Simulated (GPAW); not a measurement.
**Ge: energy against volume and a worked fit**

Space group Fd-3m:1 (No. 227). a = 5.658 Å, b = 5.658 Å, c = 5.658 Å, α = 90.00°, β = 90.00°, γ = 90.00°
```json
{"atom": "Ge", "site": "8a", "symmetry": "-43m", "x": "0.2500", "y": "0.2500", "z": "0.2500"}
```

The cell was scaled at fixed shape and fractions and run with GPAW, PAW data sets generated for this functional, cutoff 600 eV; OLYP+D4, k mesh 8 × 8 × 8 on the cell of 2 atoms, fermi-dirac occupations of 0.05 eV, no spin polarisation, no spin-orbit coupling. Energies are those that the program minimises, any entropy of the smearing included.

```tsv
V (Å³/atom)	energy over the lowest row (meV/atom)
21.2807	12.489
21.7334	3.791
22.1862	0.000
22.6390	0.615
23.0918	?
23.5446	12.622
23.9973	23.088
```

Problem. Fit the third-order Birch-Murnaghan form, give V0, B0 and B′, and predict the energy left open.

Solution. With y = (V0/V)^(2/3), E = E0 + (9 V0 B0/16) [(y - 1)³ B′ + (y - 1)² (6 - 4y)]. Least squares through the rows shown give V0 = 22.3445 Å³/atom, E0 = -0.234 meV, B0 = 72.03 GPa (1 eV/Å³ = 160.218 GPa) and B′ = 5.88, with a largest miss of 0.022 meV. At V = 23.0918 the form with these constants gives 4.976 meV; the run gave 5.016 meV an atom. Measured volume: 22.64 Å³/atom at 298.15 K (COD entry, doi:10.1107/S0021889875010965), so the fit lies -1.3 % from it. Measured modulus: 75.8 GPa (arxiv:1908.00180), so the fit lies -5.0 % from it. The runs are for a static lattice.

The energy rises more steeply on compression than on expansion, as expected for a covalent network of sp³ bonds: overlap repulsion grows quickly as the atoms approach, while the bonding attraction fades more gradually as they separate. The positive B′ expresses the same anharmonicity. The withheld point is predicted to within a few hundredths of a meV, though its miss exceeds the largest in the fit, so the curve interpolates well but its residuals slightly understate the predictive error.

Against experiment, the volume and modulus are both too low, whereas a contracted lattice would ordinarily be stiffer. The error is therefore not simply uniform overbinding. The dispersion term may contribute to the contraction, but the underlying functional could equally be responsible. Zero-point motion and thermal expansion would enlarge the cell and soften it, reducing the volume discrepancy but widening that in the modulus. The close agreement in volume is thus no evidence that the curvature of the binding curve is equally well described.
